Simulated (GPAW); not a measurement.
AlNi3, 4 atoms in the cell. Symmetry: Pm-3m, No. 221, cubic system. The conventional cell has a = 3.523 Å, b = 3.523 Å, c = 3.523 Å, α = 90.00°, β = 90.00°, γ = 90.00°. Ni (site symmetry 4/mmm) is surrounded by 8 Ni at 2.49 Å and 4 Al at 2.49 Å. Al (site symmetry m-3m) is surrounded by 12 Ni at 2.49 Å. The cell is a database's computed one.

| Property | Result |
| --- | --- |
| Program | GPAW 26.7.0 |
| Task | equation of state |
| Functional | BP86 |
| Potentials or basis | PAW data sets generated in the run's folder for this functional |
| Cutoff | 600 eV |
| Basis | pw |
| k mesh | 5 × 5 × 5 |
| Occupations | fermi-dirac, width 0.05 eV |
| Spin | collinear spin, ferromagnetic start |
| Starting moments | [1.0, 1.0, 1.0, 0.0] μB |
| Maxiter | 150 |
| Eos scales | [0.94, 0.96, 0.98, 1.0, 1.02, 1.04, 1.06] |

Potentials or basis: PAW data sets generated in the run's folder for this functional, pw.

The run is started by

```sh
$ gpaw-setup -f GGA_X_B88+GGA_C_P86 Al Ni
$ OMP_NUM_THREADS=1 python run.py
```

Hardware: 1 thread of Arm Neoverse V1, with other jobs on the host.

**Question.** Estimate the wall time of this run.

**Answer.** Run time: 4.4 min on 1 thread of Arm Neoverse V1, on a shared host, peak memory 0.3 GiB. Counts: scf iterations 98, plane waves 1385, bands 45, k points 10.
